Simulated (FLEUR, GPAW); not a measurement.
## Pd: 4 runs at one level of theory

```
Pd
1.0
     0.00000    1.94650    1.94650
     1.94650    0.00000    1.94650
     1.94650    1.94650    0.00000
Pd
1
Direct
  0.00000 0.00000 0.00000
```

Alike in all runs: task equation of state; functional PBE; k mesh 12 × 12 × 12; occupations fermi-dirac, width 0.05 eV; no spin polarisation; no spin-orbit coupling.

```tsv
program and potentials	plane-wave cutoff (eV)	notes	equilibrium volume (Å³/atom)	bulk modulus (GPa)
GPAW, PAW data sets generated for this functional	600	-	15.31	167.7
GPAW, SG15 ONCV 1.2	1100	-	15.33	160.9
GPAW, GPAW PAW data sets (gpaw-data 1.2.1), other valence	600	-	15.41	166.8
FLEUR, all-electron, FLAPW	-	-	?	?
```

Question: Estimate from the other rows what the run with FLEUR, all-electron, FLAPW gave.

Answer: Equilibrium volume 15.31 Å³/atom; bulk modulus 168.2 GPa. The other rows, which needn't bracket it: equilibrium volume 15.31 to 15.41; bulk modulus 160.9 to 167.7.
